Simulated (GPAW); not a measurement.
# TaSi2 (P6_422) in GPAW: settings compared

The runs below take TaSi2 through single point, with PBEsol, PBEsol+U.

All numbers are computed with GPAW 26.7.0; they aren't measurements. Logs are shortened: lines on timing, memory, paths and dates and some standing lists are left out, and cuts for length are marked. The log counts tension as positive stress, the text compression.

**1. The crystal as given**

The structure is hexagonal, space group P6_422 (No. 181). The conventional cell has a = 4.784 Å, b = 4.784 Å, c = 6.570 Å, α = 90.00°, β = 90.00°, γ = 120.00°. Ta (site symmetry 222) is surrounded by 10 Si at 2.61 to 2.83 Å. Si (site symmetry 2) has 5 Si at 2.56 to 2.83 Å and 5 Ta at 2.61 to 2.83 Å as nearest neighbours.

**2. Single point, PBEsol**

run.py

```python
from ase.dft.bandgap import bandgap
from ase.io import read, write
from ase.units import GPa
from gpaw import GPAW, PW, setup_paths

setup_paths.insert(0, '.')

atoms = read('POSCAR')

calc = GPAW(mode=PW(600),
            xc='PBEsol',
            kpts={'size': (5, 5, 3), 'gamma': True},
            occupations={'name': 'fermi-dirac', 'width': 0.05},
            nbands=57,
            convergence={'density': 1e-05, 'energy': 1e-05},
            maxiter=150,
            txt='gpaw.txt')
atoms.calc = calc
energy = atoms.get_potential_energy()
forces = atoms.get_forces()
stress = atoms.get_stress()
calc.write('gs.gpw')
write('result.traj', atoms)
print(f'Energy: {energy:.6f} eV')
print('Forces (eV/A):')
print(forces.round(4))
print('Stress (GPa):', (stress / GPa).round(3))
print('Fermi level:', round(calc.get_fermi_level(), 4), 'eV')
print(f'Gap: {bandgap(calc)[0]:.4f} eV, direct: {bandgap(calc, direct=True)[0]:.4f} eV')
```

POSCAR

```
TaSi2
1.0
    4.7839000000      0.0000000000      0.0000000000
   -2.3919500000      4.1429789292      0.0000000000
    0.0000000000      0.0000000000      6.5700000000
Ta Si
3 6
Direct
    0.0000000000      0.5000000000      0.3333333333
    0.5000000000      0.5000000000      0.6666666667
    0.5000000000      0.0000000000      0.0000000000
    0.3179400000      0.1589700000      0.3333333333
    0.1589700000      0.8410300000      0.6666666667
    0.8410300000      0.6820600000      0.0000000000
    0.6820600000      0.8410300000      0.3333333333
    0.8410300000      0.1589700000      0.6666666667
    0.1589700000      0.3179400000      0.0000000000
```

Potentials or basis: PAW data sets generated in the run's folder for this functional, pw.

Launch:

```
$ gpaw-setup -f PBEsol Si Ta
$ OMP_NUM_THREADS=1 python run.py
```

gpaw.txt:

```text
__  _  _
 | _ |_)|_||  |
 |__||  | ||/\| - 26.7.0

Input parameters:
  mode=PW(ecut=600.0),
  convergence={'density': 1e-05, 'energy': 1e-05},
  kpts=MonkhorstPack(size=(5, 5, 3), gamma=True),
  maxiter=150,
  nbands=57,
  occupations=Occupations(name='fermi-dirac', width=0.05),
  xc=XC(name='PBEsol')

Diagonalizing LCAO Hamiltonian
Converting LCAO to pw mode

          Si
               Ta
                Si  Si
         Ta
              Si
                  Si
           Si
                Ta

Atoms  # Å, Bohr magnetons
|   | symbol |         x |        y |        z |    initial magnetic moments |
|---|--------|-----------|----------|----------|-----------------------------|
| 0 |     Ta | -1.195975 | 2.071489 | 2.190000 | ( 0.0000,  0.0000,  0.0000) |
| 1 |     Ta |  1.195975 | 2.071489 | 4.380000 | ( 0.0000,  0.0000,  0.0000) |
| 2 |     Ta |  2.391950 | 0.000000 | 0.000000 | ( 0.0000,  0.0000,  0.0000) |
| 3 |     Si |  1.140745 | 0.658609 | 2.190000 | ( 0.0000,  0.0000,  0.0000) |
| 4 |     Si | -1.251205 | 3.484370 | 4.380000 | ( 0.0000,  0.0000,  0.0000) |
| 5 |     Si |  2.391950 | 2.825760 | 0.000000 | ( 0.0000,  0.0000,  0.0000) |
| 6 |     Si |  1.251205 | 3.484370 | 2.190000 | ( 0.0000,  0.0000,  0.0000) |
| 7 |     Si |  3.643155 | 0.658609 | 4.380000 | ( 0.0000,  0.0000,  0.0000) |
| 8 |     Si | -0.000000 | 1.317219 | 0.000000 | ( 0.0000,  0.0000,  0.0000) |

Unit cell  # Å
| periodic |         x |        y |        z |  lengths |     angles |
|----------|-----------|----------|----------|----------|------------|
|      yes |  4.783900 | 0.000000 | 0.000000 | 4.783900 |  90.000000 |
|      yes | -2.391950 | 4.142979 | 0.000000 | 4.783900 |  90.000000 |
|      yes |  0.000000 | 0.000000 | 6.570000 | 6.570000 | 120.000000 |

Number of symmetries: 4
Symmetry operations  # r_c * U_cc + t_c -> r_c
|   | kind |            matrix            |
|---|------|------------------------------|
| 0 |  E   |  1, 0, 0,  0, 1, 0,  0, 0, 1 |
| 1 |  C2  |  1, 0, 0, -1,-1, 0,  0, 0,-1 |
| 2 |  C2  | -1, 0, 0,  1, 1, 0,  0, 0,-1 |
| 3 |  C2  | -1, 0, 0,  0,-1, 0,  0, 0, 1 |

BZ-sampling:
  Number of BZ points: 75
  Number of IBZ points: 18

  Monkhorst-Pack size: [5, 5, 3]
  Monkhorst-Pack shift: [0, 0, 0]

K-points  # in reciprocal-cell coordinates
|     |                                coordinates |     weight |
|-----|--------------------------------------------|------------|
|   0 | (  0.00000000,   0.00000000,   0.00000000) | 0.01333333 |
|   1 | (  0.00000000,   0.00000000,   0.33333333) | 0.02666667 |
|   2 | (  0.00000000,   0.20000000,   0.00000000) | 0.02666667 |
|   3 | (  0.00000000,   0.20000000,   0.33333333) | 0.05333333 |
|   4 | (  0.00000000,   0.40000000,   0.00000000) | 0.02666667 |
|   5 | (  0.00000000,   0.40000000,   0.33333333) | 0.05333333 |
|   6 | (  0.20000000,   0.00000000,   0.00000000) | 0.05333333 |
|   7 | (  0.20000000,   0.00000000,   0.33333333) | 0.10666667 |
|   8 | (  0.20000000,   0.20000000,   0.00000000) | 0.05333333 |
|   9 | (  0.20000000,   0.20000000,   0.33333333) | 0.10666667 |
| ... |                                            |            |
|  17 | (  0.40000000,   0.40000000,   0.33333333) | 0.10666667 |

Plane wave coefficients: 4400
Cutoff: 600.0 eV

Spin-components: 1 (collinear spins)
Bands:           57
Projectors:      48
Spin-degeneracy: 2
Datatype:        complex128

Parallelization:
  kpt:    1
  domain: 1
  band:   1

Density:
  Valence electrons: 63.0
  Components: 1
  Grid points: [28 28 40]
  Charge: 0.0  # |e|

Potential:
  Grid points: [28 28 40]

species:
  Ta:
    name:    Tantalum
    Z:       73.0
    valence: 13
    core:    60
    charge:  0.0  # [|e|]
    compensation charges:
      type: gauss
      rc: 0.42  # [Å]
      lmax: 2
    cutoffs:
      filter: 2.36  # [Å]
      core: 3.45  # [Å]
    projectors
    | kind |    occ | energy [eV] | rcut [Å] |
    |------|--------|-------------|----------|
    |   5s |  2.000 |     -72.818 |    1.365 |
    |   6s |  2.000 |      -5.457 |    1.365 |
    |   5p |  6.000 |     -39.444 |    1.349 |
    |   6p |  0.000 |      -1.369 |    1.349 |
    |   5d |  3.000 |      -3.632 |    1.307 |
    |    d |        |      23.579 |    1.307 |

    Using partial waves for Ta as LCAO basis

  Si:
    name:    Silicon
    Z:       14.0
    valence: 4
    core:    10
    charge:  0.0  # [|e|]
    compensation charges:
      type: gauss
      rc: 0.33  # [Å]
      lmax: 2
    cutoffs:
      filter: 1.86  # [Å]
      core: 2.06  # [Å]
    projectors
    | kind |    occ | energy [eV] | rcut [Å] |
    |------|--------|-------------|----------|
    |   3s |  2.000 |     -10.768 |    1.058 |
    |   3p |  2.000 |      -4.057 |    1.058 |
    |    s |        |      16.444 |    1.058 |
    |    p |        |      23.155 |    1.058 |
    |    d |        |       0.000 |    1.058 |

    Using partial waves for Si as LCAO basis

Reference energy: -1319368.601188  # eV

eigensolver:
  PPCG
  Converge bands: occupied
  niter=2

density mixing:
  MSR1-Mixer
  Pratt-step length: 0.05
  Maximum mixing coefficient: 0.75
  Old densities: 10
  SVD Regularization: 0.005
  Good broyden scale: 1.0
  Trust region scale: 1.0
  Backstep threshold: 4.0
  History deletion threshold: 6.0
  Fourier metric: weight=20.0, sigma=0.015

occupation numbers:
  Fermi-Dirac:
    width: 0.0500  # eV

poisson solver:
  ecut: 4800.0  # eV

xc functional:
  name: PBEsol with 2 nearest neighbor stencil

convergence criteria:
- Maximum integral of absolute [dens]ity change: 1e-05 electrons / valence electron
- Maximum [total energy] change in last 3 cyles: 1e-05 eV / valence electron
- Maximum integral of absolute [eigenst]ate change: 4e-08 eV^2 / valence electron
maximum number of iterations: 150

SCF iterations
|iter     | |      energy | eigst |  dens |
|---------|-|-------------|-------|-------|
|iter:   1| |  -71.255158 | +0.46 |       |
|iter:   2| |  -71.585881 | -1.53 | -1.20 |
|iter:   3| |  -72.185187 | -0.98 | -1.21 |
|iter:   4| |  -71.388863 | -1.19 | -1.35 |
|iter:   5| |  -71.370524 | -2.37 | -1.75 |
|iter:   6| |  -71.371173 | -3.63 | -2.28 |
|iter:   7| |  -71.371557 | -4.55 | -3.05 |
|iter:   8| |  -71.370979c| -5.04 | -2.94 |
|iter:   9| |  -71.370989c| -6.66 | -3.66 |
|iter:  10| |  -71.370989c| -7.39 | -4.16 |
|iter:  11| |  -71.370989c| -8.43c| -5.12c|

Converged in 11 steps
Energy contributions relative to reference atoms: (reference = -1319368.601188)

Energy contributions:
  Kinetic:          61.577247
  Coulomb:         -50.672647
  Zero:             -0.959367
  External:          0.000000
  Xc:              -81.301331
  Entropy:          -0.029783
  Spinorbit:         0.000000
  ----------------------------
  Free energy:     -71.385880
  Extrapolated:    -71.370989

dipole moment: (-8.568094, -14.840355, -52.094411)  # |e|*Ang

Fermi level: 11.396
Eigenvalues  # (at kpt = [0.000, 0.000, 0.000])
| band index |      eig [eV] | occ [0-2] |
|------------|---------------|-----------|
|          0 |       -56.054 |     2.000 |
|        ... |               |           |
|         24 |         8.872 |     2.000 |
|         25 |         8.872 |     2.000 |
|         26 |         8.907 |     2.000 |
|         27 |         8.907 |     2.000 |
|         28 |         8.977 |     2.000 |
|         29 |         9.218 |     2.000 |
[... 8 lines left out ...]
|         38 |        15.277 |     0.000 |
|         39 |        15.277 |     0.000 |
|        ... |               |           |
|         56 |        23.469 |     0.000 |

No gap
No difference between direct/indirect transitions

Forces  # eV/Ang
|        x |        y |        z |
|----------|----------|----------|
|  0.00000 |  0.00000 |  0.00030 |  # Ta   0
|  0.00000 |  0.00000 | -0.00030 |  # Ta   1
|  0.00000 |  0.00000 |  0.00000 |  # Ta   2
|  0.01885 |  0.01080 |  0.00017 |  # Si   3
|  0.01885 | -0.01080 | -0.00017 |  # Si   4
|  0.00000 | -0.02166 |  0.00000 |  # Si   5
| -0.01885 | -0.01080 |  0.00017 |  # Si   6
| -0.01885 |  0.01080 | -0.00017 |  # Si   7
|  0.00000 |  0.02166 |  0.00000 |  # Si   8

Stress tensor  # eV/Ang^3
|        x |        y |        z |
|----------|----------|----------|
| 0.007568 | 0.000000 | 0.000000 |
| 0.000000 | 0.007568 | 0.000000 |
| 0.000000 | 0.000000 | 0.012003 |

# Writing to gs.gpw (mode='')
```

It took 2.1 min on 1 thread of Arm Neoverse V1, shared host; peak memory 0.29 GiB.

Results:

- Free energy: -71.3859 eV
- Pressure: -1.4 GPa
- Largest force: 0.022 eV/Å
- Band gap on the k mesh: none (metal or under the smearing width)

Forces in eV/Å, atoms in the order of the input:
```
Ta   0.000  0.000  0.000
Ta   0.000  0.000  0.000
Ta   0.000  0.000  0.000
Si   0.019  0.011  0.000
Si   0.019 -0.011  0.000
Si   0.000 -0.022  0.000
Si  -0.019 -0.011  0.000
Si  -0.019  0.011  0.000
Si   0.000  0.022  0.000
```

Stress tensor (GPa, compression positive):
```
-1.21  0.00  0.00
 0.00 -1.21  0.00
 0.00  0.00 -1.92
```

The run has no spin-orbit coupling, so splittings on Ta are missing.

(Part 1 of 2 ends here.)
